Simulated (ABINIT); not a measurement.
# BAs (F-43m) in ABINIT: further runs, part 2 of 2

ABINIT 10.8.3 (patched build). Earlier steps stand in the parts before.

## 4. Single point, PBEsol

run.abi

```
pp_dirpath "./"
pseudos "As.upf, B.upf"

acell 3.3778490937 3.3778490937 3.3778490937 Angstrom
rprim
     0.0000000000     0.7071067812     0.7071067812
     0.7071067812     0.0000000000     0.7071067812
     0.7071067812     0.7071067812     0.0000000000
ntypat 2
znucl 33 5
natom 2
typat 1 2
xred
     0.7500000000     0.7500000000     0.7500000000
     0.0000000000     0.0000000000     0.0000000000

ecut 1034.032677 eV

kptopt 1
ngkpt 8 8 8
nshiftk 1
shiftk 0.0 0.0 0.0

ixc -116133

nband 13
occopt 3
tsmear 0.05 eV

nstep 100
tolvrs 1.0e-10

iomode 3
prtwf 0
prteig 0
prtebands 0
enunit 2
prtden 1
prtvha 1
prtvclmb 1
prtpot 1
prtelf 1
```

Potentials or basis: PseudoDojo NC SR PBEsol v0.4.1 standard.

Run with:

```sh
$ mpirun --bind-to none -np 4 abinit run.abi > log 2>&1
```

run.abo:

```text
.Version 10.8.3 of ABINIT
 Symmetries : space group F-4 3 m (#216); Bravais cF (face-center cubic)
================================================================================
 Values of the parameters that define the memory need of the present run
     intxc =       0    ionmov =       0      iscf =       7    lmnmax =       6
     lnmax =       6     mgfft =      36  mpssoang =       3    mqgrid =    3001
     natom =       2  nloc_mem =       1    nspden =       1   nspinor =       1
    nsppol =       1      nsym =      24    n1xccc =    2501    ntypat =       2
    occopt =       3   xclevel =       2
       mpw =        2068          nfft =       46656          nkpt =          29
================================================================================
================================================================================

--------------------------------------------------------------------------------
------------- Echo of variables that govern the present computation ------------
--------------------------------------------------------------------------------
 -outvars: echo values of preprocessed input variables --------
            acell      6.3832096817E+00  6.3832096817E+00  6.3832096817E+00 Bohr
              amu      7.49215900E+01  1.08110000E+01
             ecut      3.80000000E+01 Hartree
           enunit           2
              ixc     -116133
         kptrlatt        8    0    0      0    8    0      0    0    8
          kptrlen      5.10656775E+01
            natom           2
            nband          13
            ngfft          36      36      36
             nkpt          29
            nstep         100
             nsym          24
           ntypat           2
           occopt           3
        prtebands           0
           prteig           0
           prtelf           1
           prtpot           1
         prtvclmb           1
           prtvha           1
            prtwf           0
            rprim      0.0000000000E+00  7.0710678120E-01  7.0710678120E-01
                       7.0710678120E-01  0.0000000000E+00  7.0710678120E-01
                       7.0710678120E-01  7.0710678120E-01  0.0000000000E+00
          spgroup         216
           tolvrs      1.00000000E-10
           tsmear      1.83746611E-03 Hartree
[... 138 lines left out ...]
    2      0.00000000000000     0.00000000000000    -0.00000000000000
 frms,max,avg= 2.2846556E-28 3.5793674E-28   0.000E+00  0.000E+00  0.000E+00 h/b

 cartesian forces (eV/Angstrom) at end:
    1     -0.00000000000000    -0.00000000000000     0.00000000000000
    2      0.00000000000000     0.00000000000000    -0.00000000000000
 frms,max,avg= 1.1748171E-26 1.8405847E-26   0.000E+00  0.000E+00  0.000E+00 e/A
 length scales=  6.383209681739  6.383209681739  6.383209681739 bohr
              =  3.377849093700  3.377849093700  3.377849093700 angstroms
 Fermi (or HOMO) energy (hartree) =   0.25951   Average Vxc (hartree)=  -0.41854
 Eigenvalues (hartree) for nkpt=  29  k points:
 kpt#   1, nband= 13, wtk=  0.00195, kpt=  0.0000  0.0000  0.0000 (reduced coord)
  -1.07951   -1.07951   -1.07951   -1.07875   -1.07875   -0.32755    0.23974    0.23974
   0.23974    0.35935    0.35935    0.35935    0.41143
      occupation numbers for kpt#   1
   2.00000    2.00000    2.00000    2.00000    2.00000    2.00000    1.99996    1.99996
   1.99996    0.00000    0.00000    0.00000    0.00000
 prteigrs : prtvol=0 or 1, do not print more k-points.

 Fermi (or HOMO) energy (eV) =   7.06176   Average Vxc (eV)= -11.38906
 Eigenvalues (   eV  ) for nkpt=  29  k points:
 kpt#   1, nband= 13, wtk=  0.00195, kpt=  0.0000  0.0000  0.0000 (reduced coord)
 -29.37499  -29.37499  -29.37499  -29.35415  -29.35415   -8.91310    6.52360    6.52360
   6.52360    9.77831    9.77831    9.77831   11.19546
 prteigrs : prtvol=0 or 1, do not print more k-points.

--- !EnergyTerms
iteration_state     : {dtset: 1, }
comment             : Components of total free energy in Hartree
kinetic             :  7.82257166146869E+01
hartree             :  3.04661001356344E+01
xc                  : -2.47516083223478E+01
Ewald energy        : -6.34210613324058E+01
psp_core            :  3.13131296282691E+00
local_psp           : -8.03096647464686E+01
non_local_psp       : -5.22128970133860E+01
internal            : -1.08872101701460E+02
'-kT*entropy'       : -1.10799675213086E-08
total_energy        : -1.08872101712540E+02
total_energy_eV     : -2.96256081111165E+03
band_energy         : -1.08110773899729E+01
...

 Cartesian components of stress tensor (hartree/bohr^3)
  sigma(1 1)=  7.21271619E-05  sigma(3 2)=  0.00000000E+00
  sigma(2 2)=  7.21271619E-05  sigma(3 1)=  0.00000000E+00
  sigma(3 3)=  7.21271619E-05  sigma(2 1)=  0.00000000E+00

-Cartesian components of stress tensor (GPa)         [Pressure= -2.1221E+00 GPa]
- sigma(1 1)=  2.12205437E+00  sigma(3 2)=  0.00000000E+00
- sigma(2 2)=  2.12205437E+00  sigma(3 1)=  0.00000000E+00
- sigma(3 3)=  2.12205437E+00  sigma(2 1)=  0.00000000E+00

== END DATASET(S) ==============================================================
================================================================================

 -outvars: echo values of variables after computation  --------
            acell      6.3832096817E+00  6.3832096817E+00  6.3832096817E+00 Bohr
           etotal     -1.0887210171E+02
            fcart     -1.1931224519E-28 -1.1931224519E-28  3.5793673556E-28
                       1.1931224519E-28  1.1931224519E-28 -3.5793673556E-28
            rprim      0.0000000000E+00  7.0710678120E-01  7.0710678120E-01
                       7.0710678120E-01  0.0000000000E+00  7.0710678120E-01
                       7.0710678120E-01  7.0710678120E-01  0.0000000000E+00
           strten      7.2127161938E-05  7.2127161938E-05  7.2127161938E-05
                       0.0000000000E+00  0.0000000000E+00  0.0000000000E+00
           xangst      3.5827500000E+00  3.5827500000E+00  3.5827500000E+00
                       0.0000000000E+00  0.0000000000E+00  0.0000000000E+00
             xred      7.5000000000E-01  7.5000000000E-01  7.5000000000E-01
                       0.0000000000E+00  0.0000000000E+00  0.0000000000E+00
 Calculation completed.
```

It took 8.6 s on 4 MPI ranks of Arm Neoverse V1, shared host; peak memory 0.28 GiB.

What came out:

```yaml
Free_energy: -2962.5608 eV
Pressure: -2.1 GPa
Band_gap_on_the_k_mesh: 1.11 eV, indirect (least direct gap 3.25 eV)
Valence_electrons_inside_the_program's_atomic_spheres: As 12.47; B 2.53
```

Levels at points of the mesh, in eV from the valence-band top:
```tsv
k point	band 7	band 8	band 9	band 10	band 11	band 12
(0.00, 0.00, 0.00)	0.00	0.00	0.00	3.25	3.25	3.25
(0.50, 0.00, 0.00)	-8.82	-1.83	-1.83	2.66	4.75	4.75
(0.50, 0.50, 0.00)	-8.52	-4.10	-4.10	1.33	1.36	11.37
```

## 5. The runs side by side

```csv
task,potentials or basis,cell,cutoff (eV),cell freedom (optcell),optimiser (ionmov),cutoff smearing ecutsm (Ha),force stop (Ha/bohr),fine-grid cutoff,gap on the mesh (eV),pressure (GPa)
relaxation of cell and atoms,"Ansatz PAW PBE default generated set, frozen core",relaxed,419,2,2,0.5,2e-05,838.111 eV,1.10,0.0
single point,"Ansatz PAW PBE default generated set, frozen core",cell relaxed,419,-,-,-,-,838.111 eV,1.10,-0.1
single point,PseudoDojo NC SR PBEsol v0.4.1 standard,as given,1034,-,-,-,-,-,1.11,-2.1
```

Alike in all rows: level PBEsol; no spin polarisation; k mesh 8 × 8 × 8; smearing fermi-dirac 0.05 eV.

Caveats: the atomic spheres overlap (some runs); the PAW data sets were made with another functional, which shifts forces and pressure a little (some runs).

Total energies depend on the potentials used, so only differences within one code and one set of settings carry meaning.
